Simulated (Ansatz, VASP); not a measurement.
# AlN in VASP and in Ansatz

INCAR

```
SYSTEM = AlN
ALGO = Normal
EDIFF = 1E-7
ENCUT = 520
GGA = PE
ISIF = 2
ISMEAR = 0
LASPH = .TRUE.
LCHARG = .TRUE.
LELF = .TRUE.
LREAL = .FALSE.
LVHAR = .TRUE.
LWAVE = .FALSE.
NBANDS = 16
NELM = 80
PREC = Accurate
SIGMA = 0.05
```

KPOINTS

```
k-points
0
G
  12 12 6
  0 0 0
```

File POSCAR:

```
AlN
1.0
    3.0643371193      0.0000000000      0.0000000000
   -1.5321685597      2.6537937911      0.0000000000
    0.0000000000      0.0000000000      5.0526700000
Al N
2 2
Direct
    0.3333333333      0.6666666667      0.0000000000
    0.6666666667      0.3333333333      0.5000000000
    0.3333333333      0.6666666667      0.3850000000
    0.6666666667      0.3333333333      0.8850000000
```

Input for Ansatz:

```yaml
crystal:
  lattice:
    - [3.0643371193, 0.0, 0.0]
    - [-1.5321685597, 2.6537937911, 0.0]
    - [0.0, 0.0, 5.05267]
  atoms:
    - { symbol: Al, position: [0.3333333333, 0.6666666667, 0.0] }
    - { symbol: Al, position: [0.6666666667, 0.3333333333, 0.5] }
    - { symbol: "N", position: [0.3333333333, 0.6666666667, 0.385] }
    - { symbol: "N", position: [0.6666666667, 0.3333333333, 0.885] }
basis:
  ecutwfc: 420
kpoints:
  mp_grid: { grid: [12, 12, 6] }
hamiltonian:
  xc: pbe
scf:
  occupations: { method: gaussian, width: 0.05 }
output:
  forces: true
  stress: true
  eigenvalues: true
  write_density: true
  write_potential: true
  elf: true
  volumetric_format: npy
```

Change from the starting cell: strain -0.015 along x and y, +0.015 along z, atoms carried along.

Alike in both runs: task single point; functional PBE; k mesh 12 × 12 × 6; occupations gaussian, width 0.05 eV; no spin polarisation.

|  | VASP | Ansatz |
| --- | --- | --- |
| version | VASP 6.6.1 | Ansatz 0.2.0 |
| potentials or method | VASP PAW PBE potentials, release 64 (Al, N) | scalar-relativistic, plane waves, PAW |
| plane-wave cutoff (eV) | 520 | 420 |
| valence electrons in the cell | 16 | 16 |

|  | VASP | Ansatz | Ansatz less VASP |
| --- | --- | --- | --- |
| gap on the k mesh at the Fermi level (eV) | 4.36 | 4.35 | -0.012 |
| least direct gap on the mesh (eV) | 4.36 | 4.35 | -0.012 |
| pressure (GPa) | 7.8 | 8.1 | +0.25 |
| largest component of the traceless stress (GPa) | 9.56 | 9.53 | -0.031 |
| rms of the force components (eV/Å) | 0.293 | 0.292 | -0.0012 |

Atom by atom the forces differ by 0.001 eV/Å (rms over components).

A k mesh can miss the band edges.
